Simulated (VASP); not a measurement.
# Ga (I4/mmm) in VASP: further runs, part 2 of 2

VASP 6.6.1. The steps go on from the part before.

## (4) Single point, PBE

Contents of INCAR:

```
ADDGRID = False
ALGO = Normal
EDIFF = 1E-7
ENCUT = 550
GGA = PE
ISIF = 2
ISMEAR = 1
LASPH = True
LCHARG = False
LREAL = False
LWAVE = False
NELM = 100
PREC = Accurate
SIGMA = 0.15
```

Contents of KPOINTS:

```
k-points
0
Gamma
  12 12 12
```

Contents of POSCAR:

```
Ga
1.0
   -1.3843987196      1.3843987196      2.3112238365
    1.3843987196     -1.3843987196      2.3112238365
    1.3843987196      1.3843987196     -2.3112238365
Ga
1
Direct
    0.0000000000      0.0000000000      0.0000000000
```

Potentials or basis: VASP PAW PBE potentials, release 64 (Ga_d).

Run with:

```sh
$ cat potpaw_PBE.64/Ga_d/POTCAR > POTCAR
$ mpirun -np 1 vasp_std > vasp.out
```

OUTCAR:

```text
EDIFF = 1E-7
   ENCUT = 550
   GGA = PE
   ISIF = 2
   ISMEAR = 1
   LASPH = True
   LREAL = False
   NELM = 100
   PREC = Accurate

 Found    163 irreducible k-points:

 Following reciprocal coordinates:
            Coordinates               Weight
  0.000000  0.000000  0.000000      1.000000
  0.083333  0.000000 -0.000000      8.000000
  0.166667  0.000000  0.000000      8.000000
  0.250000  0.000000 -0.000000      8.000000
  0.333333  0.000000  0.000000      8.000000
  0.416667  0.000000 -0.000000      8.000000
   k-points           NKPTS =    163   k-points in BZ     NKDIM =    163   number of bands    NBANDS=     10
   number of dos      NEDOS =    301   number of ions     NIONS =      1
   total plane-waves  NPLWV =  13824
   dimension x,y,z NGX =    24 NGY =   24 NGZ =   24
   dimension x,y,z NGXF=    48 NGYF=   48 NGZF=   48
   ions per type =               1
   NGX,Y,Z   is equivalent  to a cutoff of  13.17, 13.17, 13.17 a.u.
   NGXF,Y,Z  is equivalent  to a cutoff of  26.34, 26.34, 26.34 a.u.
 SYSTEM =  unknown system
   PREC   = accura    normal or accurate (medium, high low for compatibility)
   ISTART =      0    job   : 0-new  1-cont  2-samecut
   ICHARG =      2    charge: 1-file 2-atom 10-const
   ISPIN  =      1    spin polarized calculation?
   LNONCOLLINEAR =      F non collinear calculations
   LSORBIT =      F    spin-orbit coupling
   LASPH  =      T    aspherical Exc in radial PAW
   ENCUT  =  550.0 eV  40.42 Ry    6.36 a.u.   5.79  5.79  5.79*2*pi/ulx,y,z
   NELM   =    100;   NELMIN=  2; NELMDL= -5     # of ELM steps
   EDIFF  = 0.1E-06   stopping-criterion for ELM
   LREAL  =      F    real-space projection
   EDIFFG = 0.1E-05   stopping-criterion for IOM
   NSW    =      0    number of steps for IOM
   IBRION =     -1    ionic relax: 0-MD 1-quasi-New 2-CG
   NFREE  =      0    steps in history (QN), initial steepest desc. (CG)
   ISIF   =      2    stress and relaxation
   ISYM   =      2    0-nonsym 1-usesym 2-fastsym
   POTIM  = 0.5000    time-step for ionic-motion
   TEBEG  =    0.0;   TEEND  =   0.0 temperature during run
   PSTRESS=    0.0 pullay stress
   NELECT =      13.0000    total number of electrons
   NUPDOWN=      -1.0000    fix difference up-down
   EMIN   =  10.00;   EMAX   =-10.00  energy-range for DOS
   EFERMI =   0.00;   METHOD = LEGACY
   ISMEAR =     1;   SIGMA  =   0.15  broadening in eV -4-tet -1-fermi 0-gaus
   EFERMI_NEDOS =   21; number of points for ismear=-14 and -15
   IALGO  =     38    algorithm
   IMIX   =      4    mixing-type and parameters
     AMIX     =   0.40;   BMIX     =  1.00
     AMIX_MAG =   1.60;   BMIX_MAG =  1.00
  volume/ion in A,a.u.               =      17.72       119.57
  Fermi-wavevector in a.u.,A,eV,Ry     =   1.476549  2.790273 29.663375  2.180197
  Thomas-Fermi vector in A             =   2.591062
   LORBIT       =      0    0 simple, 1 ext, 2 COOP (PROOUT), +10 PAW based schemes
   GGA     = PE    functional components
   LHFCALC =     F    Hartree Fock is set to
   AEXX    =    0.0000 exact exchange contribution
   IVDW    =     0    specifies the selected vdW correction
   LEPSILON=     F    determine dielectric tensor
   LRPA    =     F    only Hartree local field effects (RPA)
 non-spin polarized calculation
 Methfessel and Paxton  Order N= 1 SIGMA  =   0.15
  energy-cutoff  :      550.00
  volume of cell :       17.72
 maximum number of plane-waves:       532
   NGX = 11   NGY = 11   NGZ = 11

 number of electron      12.9999997 magnetization

 Free energy of the ion-electron system (eV)
  ---------------------------------------------------
  ext. energy  EPLUGINS =         0.00000000
  ---------------------------------------------------
  free energy    TOTEN  =        -2.87092518 eV

  energy without entropy =       -2.87048755  energy(sigma->0) =       -2.87077930

 E-fermi :   6.1984     XC(G=0): -11.3330

 val. band max:        6.1296930121   @ k =  -0.3333   0.3333   0.2500
 cond. band min:       6.2047065073   @ k =   0.3333   0.2500  -0.0000
 fundamental gap:      0.0750134952
 Fermi energy:         6.1983910498

 k-point     1 :       0.0000    0.0000    0.0000
  band No.  band energies     occupation
      1      -8.9522      2.00000
      2      -8.7935      2.00000
      3      -8.7576      2.00000
      4      -8.7576      2.00000
      5      -8.5944      2.00000
      6      -5.3845      2.00000
      7      18.8473      0.00000
      8      19.1561      0.00000
      9      19.1561      0.00000
     10      22.5222      0.00000
[... 53 lines left out ...]
 k-point     6 :       0.4167    0.0000   -0.0000
  band No.  band energies     occupation
      1      -8.9167      2.00000
      2      -8.8979      2.00000
      3      -8.7376      2.00000
      4      -8.5986      2.00000
      5      -8.5598      2.00000
      6      -0.5683      2.00000
      7       4.1003      2.00000
      8      14.2647      0.00000
      9      18.1847      0.00000
     10      18.6196      0.00000

 [... further k-points ...]

------------------------ aborting loop because EDIFF is reached ----------------------------------------

  FORCE on cell =-STRESS in cart. coord.  units (eV):
  Direction    XX          YY          ZZ          XY          YZ          ZX
  --------------------------------------------------------------------------------------
  -------------------------------------------------------------------------------------
  Total        0.3712778      0.3712778      0.5695665      0.0000000     -0.0000000      0.0000000
  in kB       33.5726155     33.5726155     51.5027774      0.0000000     -0.0000000      0.0000000
  external PRESSURE =      39.5493362 kB  Pullay stress =       0.0000000 kB

 VOLUME and BASIS-vectors are now :
 -----------------------------------------------------------------------------
  energy-cutoff  :      550.00
  volume of cell :       17.72
      direct lattice vectors                 reciprocal lattice vectors
    -1.384398720  1.384398720  2.311223836     0.000000000  0.361167627  0.216335602
     1.384398720 -1.384398720  2.311223836     0.361167627  0.000000000  0.216335602
     1.384398720  1.384398720 -2.311223836     0.361167627  0.361167627  0.000000000

 POSITION                                       TOTAL-FORCE (eV/Angst)
 -----------------------------------------------------------------------------------
      0.00000      0.00000      0.00000         0.000000      0.000000      0.000000
 -----------------------------------------------------------------------------------
    total drift:                                0.000000      0.000000      0.000000

  FREE ENERGIE OF THE ION-ELECTRON SYSTEM (eV)
  ---------------------------------------------------
  free  energy   TOTEN  =        -2.8709251813 eV

  energy  without entropy=       -2.8704875451  energy(sigma->0) =       -2.87077930
```

Run time: 7.7 s. Hardware: 1 thread of Intel Xeon 6975P-C (Granite Rapids), shared host; peak memory 0.15 GiB.

These settings aren't checked as converged: the numbers below hold their error.

Results:

- Free energy: -2.8709 eV
- Pressure: 4.0 GPa
- Band gap on the k mesh: none (metal or under the smearing width)

## (5) Single point, PBE

Changes to INCAR since step 4:

```diff
@@ -3,3 +3,3 @@
 EDIFF = 1E-7
-ENCUT = 550
+ENCUT = 450
 GGA = PE
```

Contents of KPOINTS:

```
k-points
0
Gamma
  14 14 14
```

POSCAR is that of step 4.

Run with:

```sh
$ cat potpaw_PBE.64/Ga_d/POTCAR > POTCAR
$ mpirun -np 1 vasp_std > vasp.out
```

Run time: 11 s. Hardware: 1 thread of Intel Xeon 6975P-C (Granite Rapids), shared host; peak memory 0.16 GiB.

These settings aren't checked as converged: the numbers below hold their error.

What came out:

```
Free energy            : -2.8703 eV
Pressure               : 3.7 GPa
Band gap on the k mesh : none (metal or under the smearing width)
```

## (6) Single point, PBE

Changes to INCAR since step 5:

```diff
@@ -13,2 +13,2 @@
 PREC = Accurate
-SIGMA = 0.15
+SIGMA = 0.4
```

KPOINTS is that of step 5.

POSCAR is that of step 5.

Potentials or basis: VASP PAW PBE potentials, release 64 (Ga_d).

Run with:

```sh
$ cat potpaw_PBE.64/Ga_d/POTCAR > POTCAR
$ mpirun -np 1 vasp_std > vasp.out
```

OUTCAR:

```text
EDIFF = 1E-7
   ENCUT = 450
   GGA = PE
   ISIF = 2
   ISMEAR = 1
   LASPH = True
   LREAL = False
   NELM = 100
   PREC = Accurate

 Found    244 irreducible k-points:

 Following reciprocal coordinates:
            Coordinates               Weight
  0.000000  0.000000  0.000000      1.000000
  0.071429  0.000000 -0.000000      8.000000
  0.142857 -0.000000  0.000000      8.000000
  0.214286  0.000000 -0.000000      8.000000
  0.285714  0.000000  0.000000      8.000000
  0.357143  0.000000 -0.000000      8.000000
[... 155 lines left out ...]
------------------------ aborting loop because EDIFF is reached ----------------------------------------

  FORCE on cell =-STRESS in cart. coord.  units (eV):
  Direction    XX          YY          ZZ          XY          YZ          ZX
  --------------------------------------------------------------------------------------
  -------------------------------------------------------------------------------------
  Total        0.4397905      0.4397905      0.3407901      0.0000000     -0.0000000      0.0000000
  in kB       39.7678431     39.7678431     30.8157793      0.0000000     -0.0000000      0.0000000
  external PRESSURE =      36.7838219 kB  Pullay stress =       0.0000000 kB

 VOLUME and BASIS-vectors are now :
 -----------------------------------------------------------------------------
  energy-cutoff  :      450.00
  volume of cell :       17.72
      direct lattice vectors                 reciprocal lattice vectors
    -1.384398720  1.384398720  2.311223836     0.000000000  0.361167627  0.216335602
     1.384398720 -1.384398720  2.311223836     0.361167627  0.000000000  0.216335602
     1.384398720  1.384398720 -2.311223836     0.361167627  0.361167627  0.000000000

 POSITION                                       TOTAL-FORCE (eV/Angst)
 -----------------------------------------------------------------------------------
      0.00000      0.00000      0.00000        -0.000000      0.000000      0.000000
 -----------------------------------------------------------------------------------
    total drift:                               -0.000000      0.000000      0.000000

  FREE ENERGIE OF THE ION-ELECTRON SYSTEM (eV)
  ---------------------------------------------------
  free  energy   TOTEN  =        -2.8701450275 eV

  energy  without entropy=       -2.8706766596  energy(sigma->0) =       -2.87032224
```

OSZICAR:

```text
N       E                     dE             d eps       ncg     rms          rms(c)
DAV:   1     0.317536231225E+02    0.31754E+02   -0.65792E+03  5098   0.214E+03
DAV:   2    -0.190143677418E+01   -0.33655E+02   -0.33003E+02  4980   0.219E+02
DAV:   3    -0.289314350990E+01   -0.99171E+00   -0.98854E+00  5650   0.382E+01
DAV:   4    -0.290092692247E+01   -0.77834E-02   -0.77814E-02  5584   0.346E+00
DAV:   5    -0.290103186212E+01   -0.10494E-03   -0.10494E-03  5754   0.357E-01    0.928E-01
DAV:   6    -0.287646580103E+01    0.24566E-01   -0.49184E-02  5674   0.490E+00    0.469E-01
DAV:   7    -0.287077917120E+01    0.56866E-02   -0.93571E-03  6872   0.182E+00    0.126E-01
DAV:   8    -0.287014063210E+01    0.63854E-03   -0.78877E-04  5980   0.583E-01    0.954E-03
DAV:   9    -0.287014453325E+01   -0.39011E-05   -0.96673E-06  6272   0.495E-02    0.345E-03
DAV:  10    -0.287014510801E+01   -0.57476E-06   -0.25774E-07  5328   0.785E-03    0.336E-04
DAV:  11    -0.287014502753E+01    0.80478E-07   -0.75927E-09  3202   0.176E-03
   1 F= -.28701450E+01 E0= -.28703222E+01  d E =0.531632E-03
```

stdout:

```text
POSCAR found type information on POSCAR Ga
 POSCAR found :  1 types and       1 ions
 scaLAPACK will be used
 LDA part: xc-table for (Slater+PW92), standard interpolation
 POSCAR, INCAR and KPOINTS ok, starting setup
 FFT: planning ... GRIDC
 FFT: planning ... GRID_SOFT
 FFT: planning ... GRID
 WAVECAR not read
 entering main loop
```

Run time: 11 s. Hardware: 1 thread of Intel Xeon 6975P-C (Granite Rapids), shared host; peak memory 0.16 GiB.

These settings aren't checked as converged: the numbers below hold their error.

Results:

| Item | Value |
| --- | --- |
| Free energy | -2.8701 eV |
| Pressure | 3.7 GPa |
| Band gap on the k mesh | none (metal or under the smearing width) |

## (7) For comparison

An earlier run on the cell as given: functional PBEsol; potentials or basis VASP PAW PBE potentials, release 64 (Ga_d); cutoff 520 eV; k mesh 13 × 13 × 13; occupations fermi-dirac, width 0.05 eV; no spin polarisation.

* Pressure: -0.2 GPa
* Band gap on the k mesh: none (metal or under the smearing width)
